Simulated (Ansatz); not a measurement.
## The polar optical mode of SiC, worked through

All numbers below come from DFT PBE, scalar-relativistic, plane waves, PAW in Ansatz. Cutoff 420 eV, 10×10×10 k-points (Γ-centred), fixed occupations. No spin polarisation. Phonons by linear response, acoustic sum rule imposed.

The cell, relaxed at this level:
```cif
data_structure
_symmetry_space_group_name_H-M 'F-43m'
_symmetry_Int_Tables_number 216
_cell_length_a 4.3797
_cell_length_b 4.3797
_cell_length_c 4.3797
_cell_angle_alpha 90.000
_cell_angle_beta 90.000
_cell_angle_gamma 90.000
_cell_volume 84.01
loop_
_atom_site_label
_atom_site_type_symbol
_atom_site_symmetry_multiplicity
_atom_site_Wyckoff_symbol
_atom_site_fract_x
_atom_site_fract_y
_atom_site_fract_z
_atom_site_occupancy
Si1 Si 4 a 0.00000 0.00000 0.00000 1
C1 C 4 d 0.25000 0.25000 0.75000 1
```

Linear response gives ν_TO = 774.8 cm⁻¹, Born charges ±2.702 e (positive on Si) and ε∞ = 7.002. The primitive cell holds 21.003 Å³, and the masses are 28.085 and 12.011 amu.

Q: Find ν_LO and the static dielectric constant.

A: The long-wave field adds a restoring force: ω_LO² − ω_TO² = Z*²e²/(ε_vac ε∞ μV). In these units ν_LO² − ν_TO² = 4.92064×10⁷ Z*²/(μ V ε∞) cm⁻², with μ = m₁m₂/(m₁ + m₂) = 8.413 amu: 290366 cm⁻². So ν_LO = √(774.8² + 290366) = 943.8 cm⁻¹, and the run gives 943.8. Lyddane–Sachs–Teller then gives ε0 = ε∞ (ν_LO/ν_TO)² = 10.39, against 10.39 in the run (it forms both from the same three quantities, so the match checks the arithmetic only). Between ν_TO and ν_LO the dielectric function is negative and an undamped crystal reflects fully: a reststrahlen band from 10.6 to 12.9 μm.

Q: What do the Clausius–Mossotti polarisability and the Szigeti charge come to?

A: With the Lorentz local field, α = (3V/4π)(ε∞ − 1)/(ε∞ + 2) = 3.34 Å³ for the pair, and e_S = 3Z*/(ε∞ + 2) = 0.90 e. The Born charge includes the electrons' response to the dipole's own local field, and e_S takes that enhancement out. The Lorentz field assumes point-like polarisable ions, a poor picture once ε∞ is this large, since the electron clouds then overlap or are shared, so both numbers are formal here.

Q: How strongly does a slow electron couple to the LO mode?

A: For one isotropic parabolic band, Fröhlich's constant is α_F = (1/ε∞ − 1/ε0) √(m* Ry/ħω_LO), with Ry = 13.606 eV, ħω_LO = 117.0 meV and m* in free-electron masses: α_F = 0.0466 × 10.78 × √m* = 0.50 √m*. The band mass isn't part of this run; for m* = 0.1, 0.3 and 1 it gives 0.16, 0.27, 0.50. In weak coupling the polaron lies α_F ħω_LO below the band edge (32 meV at m* = 0.3) with a mass m*(1 + α_F/6); past α_F of about 5 or 6 that expansion fails. A semilocal functional's ε∞ tends to be too large, which taken alone lowers α_F.

Cost: 1 run of about 3.4 core-minutes, on Intel Xeon Processor @ 2.50GHz (Skylake/Cascade Lake) (shared hosts).

Cubic SiC combines stiff, largely covalent bonds with a strong infrared response. The sign of the Born charges follows the higher electronegativity of carbon, but their size, 2.702 e, measures how the polarisation changes as the sublattices move, including charge shifted along the bonds, and isn't a static ionic charge. Strong directional bonds and the light carbon atom put the optical modes high in frequency. Both calculated frequencies lie somewhat below the well-known experimental ones, probably because PBE slightly overexpands the lattice and so softens the bonds.

The electrons supply most of the static screening, with the lattice raising the dielectric constant only from 7.002 to 10.39. This modest ionic share, together with the large phonon energy, keeps the Fröhlich coupling weak for all three trial masses. Applying that estimate to real carriers needs more than a single mass, since the conduction minima of cubic SiC are anisotropic valleys at X and the valence-band top is degenerate and warped.
